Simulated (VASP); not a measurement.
# BN (I-4m2) in VASP: single point with HSE06

Aim: the single point of BN with HSE06.

Everything below comes from runs of VASP 6.6.1. Logs are shortened: lines on timing, memory, paths and dates and some standing lists are left out, and cuts for length are marked.

### 1 The cell of the first run

It takes space group I-4m2 (No. 119, tetragonal). The conventional cell has a = 2.667 Å, b = 2.667 Å, c = 3.539 Å, α = 90.00°, β = 90.00°, γ = 90.00°. Around B (site symmetry -4m2) lie 4 N at 1.60 Å. N (site symmetry -4m2) is surrounded by 4 B at 1.60 Å.

The cell was built by a generator and needn't be a form met in nature.

### 2 Single point, HSE06 (epitaxial_xy strain +4.5%)

POSCAR reads:

```
BN
1.0
    0.0000000000      1.8856816338      1.7693476878
    1.8856816338      0.0000000000      1.7693476878
    1.8856816338      1.8856816338      0.0000000000
B N
1 1
Direct
    0.0000000000      0.0000000000      0.0000000000
    0.2500000000      0.2500000000      0.2500000000
```

INCAR.step1 reads:

```
SYSTEM = BN
PREC     = Accurate       ! precision mode
ENCUT    = 520            ! plane-wave cutoff, eV
EDIFF    = 1E-5           ! SCF threshold, eV
ISMEAR   = 0              ! smearing method
SIGMA    = 0.01           ! smearing width, eV
LREAL    = .FALSE.        ! projectors in reciprocal space
LASPH    = .TRUE.         ! aspherical terms in the spheres
NELM     = 100            ! most SCF steps
ALGO     = Normal         ! electronic algorithm
ISIF     = 2              ! what is computed and relaxed
LWAVE    = .TRUE.         ! write WAVECAR
LCHARG   = .FALSE.        ! write CHGCAR
GGA      = PE             ! functional
NBANDS   = 11             ! bands
```

INCAR.step2 reads:

```
SYSTEM = BN
PREC     = Accurate       ! precision mode
ENCUT    = 520            ! plane-wave cutoff, eV
EDIFF    = 1E-6           ! SCF threshold, eV
ISMEAR   = 0              ! smearing method
SIGMA    = 0.01           ! smearing width, eV
LREAL    = .FALSE.        ! projectors in reciprocal space
LASPH    = .TRUE.         ! aspherical terms in the spheres
NELM     = 100            ! most SCF steps
ALGO     = Normal         ! electronic algorithm
ISIF     = 2              ! what is computed and relaxed
LWAVE    = .FALSE.        ! write WAVECAR
LCHARG   = .FALSE.        ! write CHGCAR
GGA      = PE             ! functional
LHFCALC  = .TRUE.         ! exact exchange
HFSCREEN = 0.2079         ! screening, 1/A
PRECFOCK = Normal       
ISTART   = 1            
NBANDS   = 11             ! bands
```

KPOINTS reads:

```
regular mesh
0
G
  8 8 8
  0 0 0
```

Potentials or basis: VASP PAW PBE potentials, release 64 (B, N).

Command:

```
> cat potpaw_PBE.64/B/POTCAR potpaw_PBE.64/N/POTCAR > POTCAR
> cp INCAR.step1 INCAR
> mpirun -np 1 vasp_std > vasp.out
> cp INCAR.step2 INCAR
> mpirun -np 1 vasp_std > vasp.out
```

OUTCAR:

```text
SYSTEM = BN
   PREC = Accurate
   ENCUT = 520
   EDIFF = 1E-6
   ISMEAR = 0
   LREAL = .FALSE.
   LASPH = .TRUE.
   NELM = 100
   ISIF = 2
   GGA = PE
   LHFCALC = .TRUE.
   HFSCREEN = 0.2079
   PRECFOCK = Normal
   ISTART = 1

 ion  position               nearest neighbor table
   1  0.000  0.000  0.000-   2 1.60   2 1.60   2 1.60   2 1.60
   2  0.250  0.250  0.250-   1 1.60   1 1.60   1 1.60   1 1.60

  LATTYP: Found a body centered tetragonal cell.
 ALAT       =     2.6667565408
 C/A-ratio  =     1.3269660434

  Lattice vectors:

 A1 = (   0.0000000000,  -1.8856816338,  -1.7693476878)
 A2 = (   0.0000000000,   1.8856816338,  -1.7693476878)
 A3 = (   1.8856816338,   0.0000000000,   1.7693476878)

Analysis of symmetry for initial positions (statically):
=====================================================================
 Subroutine PRICEL returns:
 Original cell was already a primitive cell.

 Routine SETGRP: Setting up the symmetry group for a
 body centered tetragonal supercell.

 Subroutine GETGRP returns: Found  8 space group operations
 (whereof  8 operations were pure point group operations)
 out of a pool of 16 trial point group operations.

The static configuration has the point symmetry D_2d.

Analysis of symmetry for dynamics (positions and initial velocities):
=====================================================================
 Subroutine PRICEL returns:
 Original cell was already a primitive cell.

 Routine SETGRP: Setting up the symmetry group for a
 body centered tetragonal supercell.

 Subroutine GETGRP returns: Found  8 space group operations
 (whereof  8 operations were pure point group operations)
 out of a pool of 16 trial point group operations.

The dynamic configuration has the point symmetry D_2d.

 Subroutine INISYM returns: Found  8 space group operations
 (whereof  8 operations are pure point group operations),
 and found     1 'primitive' translations

----------------------------------------------------------------------------------------

                                     Primitive cell

  volume of cell :      12.5829

  direct lattice vectors                    reciprocal lattice vectors
     0.000000000  1.885681634  1.769347688    -0.265156106  0.265156106  0.282590021
     1.885681634  0.000000000  1.769347688     0.265156106 -0.265156106  0.282590021
     1.885681634  1.885681634  0.000000000     0.265156106  0.265156106 -0.282590021

  length of vectors
     2.585804800  2.585804800  2.666756541     0.469545143  0.469545143  0.469545143

  position of ions in fractional coordinates (direct lattice)
     0.000000000  0.000000000  0.000000000
     0.250000000  0.250000000  0.250000000

  ion indices of the primitive-cell ions
   primitive index   ion index
                 1           1
                 2           2

----------------------------------------------------------------------------------------

 KPOINTS: regular mesh

Automatic generation of k-mesh.
 Grid dimensions read from file:
 generate k-points for:    8    8    8

 Generating k-lattice:

  Cartesian coordinates                     Fractional coordinates (reciprocal lattice)
    -0.033144513  0.033144513  0.035323753     0.125000000  0.000000000  0.000000000
     0.033144513 -0.033144513  0.035323753     0.000000000  0.125000000  0.000000000
     0.033144513  0.033144513 -0.035323753    -0.000000000 -0.000000000  0.125000000

  Length of vectors
     0.058693143  0.058693143  0.058693143

  Shift w.r.t. Gamma in fractional coordinates (k-lattice)
     0.000000000  0.000000000  0.000000000

 Subroutine IBZKPT returns following result:
 ===========================================

 Found     59 irreducible k-points:

 Following reciprocal coordinates:
            Coordinates               Weight
  0.000000  0.000000  0.000000      1.000000
  0.125000  0.000000  0.000000      8.000000
  0.250000  0.000000  0.000000      8.000000
  0.375000  0.000000  0.000000      8.000000
  0.500000  0.000000  0.000000      4.000000
  0.125000  0.125000  0.000000      2.000000
[... 16 lines left out ...]
  0.250000  0.000000  0.125000     16.000000
  0.375000 -0.000000  0.125000     16.000000
 [... further k-points ...]
   k-points           NKPTS =     59   k-points in BZ     NKDIM =    512   number of bands    NBANDS=     11
   number of dos      NEDOS =    301   number of ions     NIONS =      2
   total plane-waves  NPLWV =   8000
   dimension x,y,z NGX =    20 NGY =   20 NGZ =   20
   dimension x,y,z NGXF=    40 NGYF=   40 NGZF=   40
   ions per type =               1   1
   NGX,Y,Z   is equivalent  to a cutoff of  12.86, 12.86, 12.47 a.u.
   NGXF,Y,Z  is equivalent  to a cutoff of  25.72, 25.72, 24.94 a.u.
 SYSTEM =  BN
   PREC   = accura    normal or accurate (medium, high low for compatibility)
   ISTART =      1    job   : 0-new  1-cont  2-samecut
   ICHARG =      0    charge: 1-file 2-atom 10-const
   ISPIN  =      1    spin polarized calculation?
   LNONCOLLINEAR =      F non collinear calculations
   LSORBIT =      F    spin-orbit coupling
   LASPH  =      T    aspherical Exc in radial PAW
   ENCUT  =  520.0 eV  38.22 Ry    6.18 a.u.   4.81  4.81  4.96*2*pi/ulx,y,z
   NELM   =    100;   NELMIN=  2; NELMDL=  0     # of ELM steps
   EDIFF  = 0.1E-05   stopping-criterion for ELM
   LREAL  =      F    real-space projection
   EDIFFG = 0.1E-04   stopping-criterion for IOM
   NSW    =      0    number of steps for IOM
   IBRION =     -1    ionic relax: 0-MD 1-quasi-New 2-CG
   NFREE  =      0    steps in history (QN), initial steepest desc. (CG)
   ISIF   =      2    stress and relaxation
   ISYM   =      3    0-nonsym 1-usesym 2-fastsym
   POTIM  = 0.5000    time-step for ionic-motion
   TEBEG  =    0.0;   TEEND  =   0.0 temperature during run
   PSTRESS=    0.0 pullay stress
   NELECT =       8.0000    total number of electrons
   NUPDOWN=      -1.0000    fix difference up-down
   EMIN   =  10.00;   EMAX   =-10.00  energy-range for DOS
   EFERMI =   0.00;   METHOD = LEGACY
   ISMEAR =     0;   SIGMA  =   0.01  broadening in eV -4-tet -1-fermi 0-gaus
   EFERMI_NEDOS =   21; number of points for ismear=-14 and -15
   IALGO  =     38    algorithm
   IMIX   =      1    mixing-type and parameters
     AMIX     =   0.40;   BMIX     =  1.00
     AMIX_MAG =   1.60;   BMIX_MAG =  1.00
  volume/ion in A,a.u.               =       6.29        42.46
  Fermi-wavevector in a.u.,A,eV,Ry     =   1.407705  2.660176 26.961742  1.981632
  Thomas-Fermi vector in A             =   2.529937
   LORBIT       =      0    0 simple, 1 ext, 2 COOP (PROOUT), +10 PAW based schemes
   GGA     = PE    functional components
   LHFCALC =     T    Hartree Fock is set to
   PRECFOCK=normal    Normal, Fast or Accurate (Low or Medium for compatibility)
   ENCUT4O =  -1.0   cutoff for four orbital integrals eV
   NKREDX  =     1    reduce k-point grid by
   NKREDY  =     1    reduce k-point grid by
   NKREDZ  =     1    reduce k-point grid by
   AEXX    =    0.2500 exact exchange contribution
   HFSCREEN=    0.2079 screening length (either q_TF or 0.3 A-1)
   HFSCREENC=   0.2079 screening length for correlation (either q_TF or 0.3 A-1)
   ENCUTFOCK=  -1.0 apply spherical cutoff to Coloumb kernel
   IVDW    =     0    specifies the selected vdW correction
   LEPSILON=     F    determine dielectric tensor
   LRPA    =     F    only Hartree local field effects (RPA)
 non-spin polarized calculation
 Gauss-broadening in eV      SIGMA  =   0.01
  energy-cutoff  :      520.00
  volume of cell :       12.58
 maximum number of plane-waves:       350
  NGX = 16; NGY = 16; NGZ = 16

 number of electron       8.0000002 magnetization

 Free energy of the ion-electron system (eV)
  ---------------------------------------------------
  ext. energy  EPLUGINS =         0.00000000
  ---------------------------------------------------
  free energy    TOTEN  =       -20.18424518 eV

  energy without entropy =      -20.18424518  energy(sigma->0) =      -20.18424518

 E-fermi :   6.4146     XC(G=0): -10.2541

 val. band max:        6.1775954535   @ k =   0.0000   0.0000   0.0000
 cond. band min:      10.8373902581   @ k =   0.5000   0.5000   0.0000
 fundamental gap:      4.6597948045
 Fermi energy:         6.4145632369

 k-point     1 :       0.0000    0.0000    0.0000
  band No.  band energies     occupation
      1     -15.5608      2.00000
      2       5.6244      2.00000
      3       5.6244      2.00000
      4       6.1776      2.00000
      5      15.7688      0.00000
      6      16.2171      0.00000
      7      16.2171      0.00000
      8      16.8383      0.00000
      9      31.3401      0.00000
     10      33.1779      0.00000
     11      34.2810      0.00000

 k-point     2 :       0.1250    0.0000    0.0000
  band No.  band energies     occupation
      1     -15.1722      2.00000
      2       3.8510      2.00000
      3       5.1956      2.00000
      4       5.6910      2.00000
      5      15.9268      0.00000
      6      16.7266      0.00000
      7      16.7474      0.00000
      8      18.3077      0.00000
      9      30.6887      0.00000
     10      30.9016      0.00000
     11      32.2114      0.00000

 k-point     3 :       0.2500    0.0000    0.0000
  band No.  band energies     occupation
      1     -14.0490      2.00000
      2       0.1191      2.00000
      3       4.3338      2.00000
      4       5.0139      2.00000
      5      16.1219      0.00000
      6      17.5135      0.00000
      7      17.8643      0.00000
      8      20.6279      0.00000
      9      29.8888      0.00000
     10      30.1959      0.00000
     11      31.5658      0.00000
[... 267 lines left out ...]
 k-point    23 :       0.2500    0.0000    0.1250
  band No.  band energies     occupation
      1     -14.2088      2.00000
      2       1.4334      2.00000
      3       3.8772      2.00000
      4       4.3387      2.00000
      5      15.6521      0.00000
      6      17.7309      0.00000
      7      18.9872      0.00000
      8      19.9146      0.00000
      9      26.1037      0.00000
     10      32.5107      0.00000
     11      33.7365      0.00000

 k-point    24 :       0.3750   -0.0000    0.1250
  band No.  band energies     occupation
      1     -12.7348      2.00000
      2      -2.0769      2.00000
      3       3.0661      2.00000
      4       3.6612      2.00000
      5      16.3274      0.00000
      6      17.8332      0.00000
      7      19.7189      0.00000
      8      21.3229      0.00000
      9      27.5564      0.00000
     10      32.2142      0.00000
     11      34.2540      0.00000

 [... further k-points ...]

------------------------ aborting loop because EDIFF is reached ----------------------------------------

  FORCE on cell =-STRESS in cart. coord.  units (eV):
  Direction    XX          YY          ZZ          XY          YZ          ZX
  --------------------------------------------------------------------------------------
  -------------------------------------------------------------------------------------
  Total       -3.0805155     -3.0805155     -0.2977751      0.0000000      0.0000000      0.0000000
  in kB     -392.2419647   -392.2419647    -37.9156938      0.0000000      0.0000000      0.0000000
  external PRESSURE =    -274.1332077 kB  Pullay stress =       0.0000000 kB

 VOLUME and BASIS-vectors are now :
 -----------------------------------------------------------------------------
  energy-cutoff  :      520.00
  volume of cell :       12.58
      direct lattice vectors                 reciprocal lattice vectors
     0.000000000  1.885681634  1.769347688    -0.265156106  0.265156106  0.282590021
     1.885681634  0.000000000  1.769347688     0.265156106 -0.265156106  0.282590021
     1.885681634  1.885681634  0.000000000     0.265156106  0.265156106 -0.282590021

 POSITION                                       TOTAL-FORCE (eV/Angst)
 -----------------------------------------------------------------------------------
      0.00000      0.00000      0.00000         0.000000      0.000000     -0.000000
      0.94284      0.94284      0.88467        -0.000000     -0.000000      0.000000
 -----------------------------------------------------------------------------------
    total drift:                                0.000001      0.000001     -0.000002

  FREE ENERGIE OF THE ION-ELECTRON SYSTEM (eV)
  ---------------------------------------------------
  free  energy   TOTEN  =       -20.1842451847 eV

  energy  without entropy=      -20.1842451847  energy(sigma->0) =      -20.18424518
```

Wall time 29 min (1 thread of AMD EPYC 7R13 (Zen 3), shared host); peak memory 0.2 GiB.

What came out:

| Quantity | Value |
| --- | --- |
| Free energy | -20.1842 eV |
| Pressure | -27.4 GPa |
| Band gap on the k mesh | 4.66 eV, indirect (least direct gap 9.59 eV) |

Stress tensor (GPa, compression positive):
```
-39.22   0.00   0.00
  0.00 -39.22   0.00
  0.00   0.00  -3.79
```

Caveat: so large a pressure means that the cell lies far from this level's equilibrium, or that cutoff or potentials fall short; the potentials were made for another functional, which shifts forces and pressure. A k mesh can miss the band edges.
